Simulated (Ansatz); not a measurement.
The guess for P was made by a generator: 4-connected net of one element (R32, No. 155). Lengths were set from tabulated atomic sizes, so they are only a guess.

```cif
data_structure
_symmetry_space_group_name_H-M 'R32:H'
_symmetry_Int_Tables_number 155
_cell_length_a 5.6269
_cell_length_b 5.6269
_cell_length_c 5.5551
_cell_angle_alpha 90.000
_cell_angle_beta 90.000
_cell_angle_gamma 120.000
_cell_volume 152.32
loop_
_atom_site_label
_atom_site_type_symbol
_atom_site_symmetry_multiplicity
_atom_site_Wyckoff_symbol
_atom_site_fract_x
_atom_site_fract_y
_atom_site_fract_z
_atom_site_occupancy
P1 P 9 e 0.21567 0.00000 0.50000 1
```

Theory: DFT PBE, scalar-relativistic, plane waves, PAW in Ansatz 0.2.0. Cutoff 420 eV, Gaussian smearing, Γ-centred meshes. Cell and atoms relax first on a coarse mesh and then on a finer one. In between, the cell is made exact in the group found at 0.06 Å. In metals the finer mesh still leaves noise of several meV/atom or more. The steps can't lower the symmetry of their start. No spin polarisation.

A guess keeps its type if space group and coordination stay and the shape of the cell changes little (axis ratios within about 15 %, angles within 6°); the volume may change.

**Question.** Will the relaxed cell still be of the starting type?

**Answer.** It doesn't keep its type. The symmetry stays R32 (No. 155). The volume per atom grows by 18.0 %, from 16.9 to 20.0 Å³. The shortest distance goes from 2.10 Å (P–P) to 2.19 Å (P–P). The ratio c/a of the conventional cell changes by a factor of 1.50. Counting neighbours within 15 % of an atom's shortest distance, the start has P 4 and the end P 2. In detail, at the end P has 2 P at 2.19 Å and 2 P at 2.69 Å.

```
CELL_PARAMETERS angstrom
2.59919 1.50064 2.56033
-2.59919 1.50064 2.56033
0.00000 -3.00129 2.56033
ATOMIC_POSITIONS crystal
P 0.74314 0.25686 0.50000
P 0.50000 0.74314 0.25686
P 0.25686 0.50000 0.74314
```

Energies count from the standard state of P at the same level. The references include black phosphorus.

**Question.** At what energy does it end?

**Answer.** +0.31 eV/atom. So it is a metastable form at best.

The last run used a 12×12×12 mesh for its 3-atom cell and Gaussian smearing of 0.10 eV. The reference form of P is held partly by dispersion forces, which this level lacks. Symmetry constrained the relaxation, so the result can be a saddle point. Another cell of P relaxed alike, in I4/mmm, lies 230 meV/atom lower, so this cell isn't the stable form at this level.
